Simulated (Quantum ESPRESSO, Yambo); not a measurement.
# BeTe (F-43m): G0W0 with Yambo, start to end, part 3 of 3

Wanted: ground state, empty states, screening and self-energy for BeTe (F-43m).

Quantum ESPRESSO 7.5 and Yambo 5.3.0; PBE and many-body steps on it, plane waves. Known limits of the many-body steps: not at the basis limit; no spin-orbit coupling; coarse k mesh.

So far. Step 3 (Bands along the symmetry lines): The gap is 2.027 eV, as in the run before at this level. Step 4 (Empty states on the mesh, 4×4×4 mesh, 549 bands): On this mesh the gap is 2.027 eV.

### 6. Screening and self-energy, 4×4×4 mesh, 232 bands, screening to 231.3 eV

Now the one-shot GW correction: screening in the RPA, then the self-energy of the levels asked for.

This step: G0W0 on PBE, plane waves, norm-conserving pseudopotentials.

Input file gw2.in:

```
HF_and_locXC
gw0
dyson
ppa
em1d
rim_cut
RandQpts= 1000000
RandGvec= 1 RL
EXXRLvcs= 88 Ry
VXCRLvcs= 352 Ry
Chimod= "HARTREE"
% BndsRnXp
 1 | 232 |
%
NGsBlkXp= 17 Ry
% LongDrXp
 1 | 1 | 1 |
%
% GbndRnge
 1 | 232 |
%
DysSolver= "n"
ExtendOut
PPAPntXp= 27.21138 eV
% QPkrange
 1 | 1 | 13 | 16 |
 7 | 7 | 13 | 16 |
%
```

Launch:

```bash
OMP_NUM_THREADS=1 mpirun -n 4 yambo -F gw2.in -J gw2 -C gw2 > gw2.log
```

What it wrote:

```text
 Yambo, version 5.3.0

 [02] CORE Variables Setup
 =========================

  [... cell, symmetries and grids as in the set-up ...]

  [02.05] Energies & Occupations
  ==============================

  [X] === General ===
  [X] Electronic Temperature                        :  0.000000  0.000000 [eV K]
  [X] Bosonic    Temperature                        :  0.000000  0.000000 [eV K]
  [X] Finite Temperature mode                       : no
  [X] El. density                                   :  0.61673E+24 [cm-3]
  [X] Fermi Level                                   :  8.438418 [eV]

  [X] === Gaps and Widths ===
  [X] Conduction Band Min                           :  2.026900 [eV]
  [X] Valence Band Max                              :  0.000000 [eV]
  [X] Filled Bands                                  :  14
  [X] Empty Bands                                   :    15   549
  [X] Direct Gap                                    :  3.644779 [eV]
  [X] Direct Gap localized at k                     :  1
  [X] Indirect Gap                                  :  2.026900 [eV]
  [X] Indirect Gap between kpts                     :   1   7
  [X] Last valence band width                       :  3.120670 [eV]
  [X] 1st conduction band width                     :  3.269928 [eV]

 [03] Transferred momenta grid and indexing
 ==========================================

 IBZ Q-points                                      :   8
 BZ  Q-points                                      :   64

 K/Q-points units:
 rlu = crystal or reduced units; cc = cartesian coordinates; iku = interal k-units

 Q [1]          [rlu]:  0.000000  0.000000  0.000000
 Q [2]          [rlu]:  0.54651E-16  0.26895E-16  0.25000
 Q [3]          [rlu]: -0.10930E-15 -0.53790E-16 -0.50000
 Q [4]          [rlu]:  0.45585E-17  0.25000      0.25000
 Q [5]          [rlu]:  0.71568E-16  0.25000      0.50000
 Q [6]          [rlu]:  0.40755E-16  0.25000     -0.25000
 Q [7]          [rlu]: -0.91171E-17 -0.50000     -0.50000
 Q [8]          [rlu]:  0.250000 -0.500000 -0.250000

 [04] Coloumb potential Random Integration (RIM)
 ===============================================

  [04.01] RIM initialization
  ==========================

  * Diagonal components only detected *

  8 x (sBL volume)        :  0.101203 [a.u.]
  sBZ random points       :  1000000
  Points outside the sBZ  :   7968281
  RL volume               :  0.809622 [a.u.]
  Integrated volume       :  0.812845 [a.u.]

  [04.02] RIM integrals
  =====================

  Gamma point sphere radius             :  0.084531 [a.u.]
  Points outside the sphere             :   800476
  [Int_sBZ(q=0) 1/q^2]*(Vol_sBZ)^(-1/3) =:  7.776341
                                 should be <:  7.795600

  Summary of Coulomb integrals for non-metallic bands |Q|[au] RIM/Bare

  Q [1] 0.100000E-4 0.997530 * Q [2] 0.254239 1.068480
  Q [4] 0.293569 1.066792 * Q [6] 0.415170 1.029814
  Q [5] 0.486830 1.022655 * Q [3] 0.508477 1.020683
  Q [7] 0.587139 1.017590 * Q [8] 0.656441 1.014612

 [WARNING] [Xp] User bands 1-232 break level degeneracy

 [05] Dipoles
 ============

  [05.01] Setup: observables and procedures
  =========================================

 [06] Dynamic Dielectric Matrix (PPA)
 ====================================

 [WR./gw2//ndb.pp]---------------------------------------------------------------
  Brillouin Zone Q/K grids (IBZ/BZ)                :    8   64    8   64
  RL vectors                                       :   5209 [WF]
  Coulomb cutoff potential                         : none
  Electronic Temperature                           :  0.000000 [K]
  Bosonic    Temperature                           :  0.000000 [K]
  PPA    diel. fun.  energies                      : Perdew, Burke & Ernzerhof(X)+Perdew, Burke & Ernzerhof(C)
  wavefunctions                                    : Perdew, Burke & Ernzerhof(X)+Perdew, Burke & Ernzerhof(C)
  Global Gauge                                     : length
  X matrix size                                    :   387
  X band range                                     :    1  232
  X e/h energy range                               : -1.000000 -1.000000 [eV]
  X Time ordering                                  : R
  X Hxc Kernel                                     : HARTREE
  X Drude frequency                                :  0.000000  0.000000
  X poles                                          :  100.0000 [o/o]
  RL vectors in the sum                            :   5209
  [r,Vnl] included                                 : yes
  Field direction                                  :  0.577350E-5  0.577350E-5  0.577350E-5
  BZ energy Double Grid                            : no
  BZ energy DbGd points                            : 0
  BZ Q point size factor                           : -1.000000
  X Optical Averaged directions                    : none

 [07] Local Exchange-Correlation + Non-Local Fock
 ================================================

 [VXC] Plane waves :   34327
 [EXS] Plane waves :   4285

 QP @ state[ 1 ] K range:  1  1
 QP @ state[ 1 ] b range:  13  16
 QP @ state[ 2 ] K range:   7   7
 QP @ state[ 2 ] b range:  13  16

 [xc] Functional : Perdew, Burke & Ernzerhof(X)+Perdew, Burke & Ernzerhof(C)
 [xc] LIBXC used to calculate xc functional
  PP Number of Atomic Species                      :  2
  NLCC RL compoments                               :   34327
  PP Number of Atomic Species                      :  2
  NLCC RL compoments                               :   34327

 [xc] E_xc :  -22.86069 [Ha]
      E_xc :  -45.72138 [Ry]

  Local XC kind (lXC) : Perdew, Burke & Ernzerhof(X)+Perdew, Burke & Ernzerhof(C)
  Non-Local XC kind (nlXC) : Hartree-Fock

  Corrections @ K [1] :  [eV]
 <13|nlXC|13> = -15.11879 -0.19505E-17 <13|lXC|13> = -13.37049 -0.23606E-16
 <14|nlXC|14> = -15.11868 -0.53456E-17 <14|lXC|14> = -13.37049  0.18882E-15
 <15|nlXC|15> = -5.917808 -0.22010E-17 <15|lXC|15> = -10.43562  0.94414E-16
 <16|nlXC|16> = -5.917764  0.21845E-17 <16|lXC|16> = -10.43562 -0.18882E-15

  Corrections @ K [7] :  [eV]
 <13|nlXC|13> = -14.62236 -0.11660E-16 <13|lXC|13> = -11.87648  0.23409E-19
 <14|nlXC|14> = -14.62233  0.54921E-17 <14|lXC|14> = -11.87648  0.25333E-20
 <15|nlXC|15> = -5.120957 -0.21074E-17 <15|lXC|15> = -8.959032  0.10031E-15
 <16|nlXC|16> = -5.810336  0.63953E-18 <16|lXC|16> = -9.791950  0.94444E-16

 [08] Dyson equation: Newton solver
 ==================================

  [08.01] G0W0 (W PPA)
  ====================

  [  GW  ] Bands range     :    1  232
  [GW/PPA] G damping       :  0.100000 [eV]

  QP @ state[ 1 ] K range:  1  1
  QP @ state[ 1 ] b range:  13  16
  QP @ state[ 2 ] K range:   7   7
  QP @ state[ 2 ] b range:  13  16

   Sc/G bands                                       :    1  232
   Sc/G damping                                     :  0.100000 ev
   Sc bands terminator                              : no
   Sx RL components                                 :   4285

   QP @ state[ 1 ] K range                          :  1  1
   QP @ state[ 1 ] b range                          :  13  16
   QP @ state[ 2 ] K range                          :   7   7
   QP @ state[ 2 ] b range                          :  13  16
   GF energies kind                                 : Perdew, Burke & Ernzerhof(X)+Perdew, Burke & Ernzerhof(C)
   GF WF`s kind                                     : Perdew, Burke & Ernzerhof(X)+Perdew, Burke & Ernzerhof(C)
   Xs energies kind                                 : Perdew, Burke & Ernzerhof(X)+Perdew, Burke & Ernzerhof(C)
   Xs WF`s kind                                     : Perdew, Burke & Ernzerhof(X)+Perdew, Burke & Ernzerhof(C)

 [11] Game Over & Game summary
```

Run time: 6 min. Hardware: 4 MPI ranks of Arm Neoverse V1, shared host; peak memory 2.1 GiB; 24 min of CPU time.

Numbers from this step:

```yaml
g0w0_gap_on_the_points_computed: 2.895 eV
starting_gap_on_the_mesh: 2.027 eV
k_of_the_valence_top: 0, 0, 0
k_of_the_conduction_bottom: 0, -0.5, -0.5
least_direct_g0w0_gap_on_the_computed_points: 4.748 eV
z_at_the_valence_top: 0.8045
z_at_the_conduction_bottom: 0.8171
```

The gap on the mesh goes from 2.03 eV to 2.90 eV, a correction of +0.87 eV.

Limits: finite bands, cutoff and mesh; no spin-orbit coupling; coarse k mesh. v1 is the top filled band, c1 the lowest empty one. Levels before and after the correction, in eV, zero at the valence-band top of each column:

|  | conduction bottom | valence top |
| --- | --- | --- |
| Kohn-Sham | 2.03 | 0.00 |
| G0W0 | 2.90 | 0.00 |

|  | level | energy (eV) |
| --- | --- | --- |
| Kohn-Sham | Γ v2-v1 | 0.000 |
| Kohn-Sham | Γ c1-c2 | 3.645 |
| Kohn-Sham | (0 -0.5 -0.5) v2-v1 | -2.578 |
| Kohn-Sham | (0 -0.5 -0.5) c1 | 2.027 |
| Kohn-Sham | (0 -0.5 -0.5) c2 | 2.711 |
| G0W0 | Γ v2-v1 | 0.000 |
| G0W0 | Γ c1-c2 | 4.748 |
| G0W0 | (0 -0.5 -0.5) v2-v1 | -2.725 |
| G0W0 | (0 -0.5 -0.5) c1 | 2.895 |
| G0W0 | (0 -0.5 -0.5) c2 | 3.664 |

### 7. Where the time went

Times are wall times on the hardware named with each run, good to a factor of about two.

| step | time | share | memory (GiB) |
| --- | --- | --- | --- |
| ground state | 6.9 s | 1 % | 0.28 |
| bands along the symmetry lines | 5.7 s | 1 % | 0.24 |
| empty states on the mesh | 1.7 min | 21 % | 1.1 |
| conversion and set-up | 3 s | 1 % | 0.25 |
| screening and self-energy | 6 min | 76 % | 2.1 |

### 8. Summary of results

| Quantity | Value |
| --- | --- |
| PBE gap | 2.03 eV, indirect |
| G0W0 gap on the mesh | 2.90 eV |
| GW settings | 4×4×4 mesh, 232 bands, screening to 231.3 eV, Godby-Needs plasmon pole |
| known limits | not at the basis limit; no spin-orbit coupling; coarse k mesh |

In words: G0W0 moves the gap on the mesh from 2.03 eV to 2.90 eV (+0.87 eV), with Z of 0.80 and 0.82 at the edges. Only 2 of the mesh's irreducible points were corrected, so a valley elsewhere could overtake. The dearest step here is «screening and self-energy». Against experiment, by G0W0@PBE: the gap of 2.90 eV lies +0.20 eV from the measured 2.7 eV (indirect, quoted 1997); the gap of 2.90 eV lies +0.10 eV from the measured 2.8 eV (indirect, quoted 1997). The calculation has static nuclei and no excitons; a measured gap holds zero-point and thermal motion, which mostly lowers it. With atoms this heavy the missing spin-orbit coupling can matter too. Bands and cutoff are finite, so the gap is not at the basis limit. The miss can reach some tenths of an eV and take either sign; the mesh is an error of its own. In the G0W0 run levels were corrected at 2 k points alone, so a gap called «on the mesh» is the least over those, and an edge elsewhere would be missed. The 4×4×4 mesh is coarse for this cell, which bears on the long-range parts of exchange and screening.

[Paths, hosts, dates, memory and timing lines, banners, echoed tables and standing remarks are left out of the program output.]

[Logs are printed without paths, hosts, clocks, repeated set-up lines and the standing remarks that a program may print on its own settings, such as how far it seeks lower states.]

[Runs of the session that timed out or met a known fault of the program may be left out.]

[Hosts, paths, dates, database ids (printed as entryN), source tags and the programs' standing remarks are cut or masked in the printed files.]
